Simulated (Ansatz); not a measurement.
**Piezoelectric tensor of BeS**

The calculation used DFT PBE, scalar-relativistic, plane waves, PAW (Ansatz). Cutoff 420 eV, 8×8×8 k-points (Γ-centred), fixed occupations. No spin polarisation.

Equilibrium structure at this level:
```xyz
2
Lattice="0.0000 2.4381 2.4381 2.4381 0.0000 2.4381 2.4381 2.4381 0.0000" Properties=species:S:1:pos:R:3 pbc="T T T"
Be    2.4381    2.4381    2.4381
S     1.2190    1.2190    1.2190
```

The cell has the zinc blende type, in a space group that the part of the Crystallography Open Database at hand lists for this formula; it was reached from a generator's guess.

Problem. Give the relaxed-ion proper piezoelectric stress tensor e_iJ (C/m², Voigt columns xx yy zz yz xz xy).

Solution.
```
x   0.000 0.000 0.000 0.233 0.000 0.000
y   0.000 0.000 0.000 0.000 0.233 0.000
z   0.000 0.000 0.000 0.000 0.000 0.233
```
Signs follow the orientation of the cell as given.

Problem. With the elastic constants (GPa, Voigt order)
C11 = 157.4, C12 = 60.7, C13 = 60.7, C22 = 157.4, C23 = 60.7, C33 = 157.4, C44 = 82.4, C55 = 82.4, C66 = 82.4 GPa; the others vanish.
find the strain coefficients d = e·C⁻¹ (pC/N).

Solution.
```
x   0.00 0.00 0.00 2.83 0.00 0.00
y   0.00 0.00 0.00 0.00 2.83 0.00
z   0.00 0.00 0.00 0.00 0.00 2.83
```
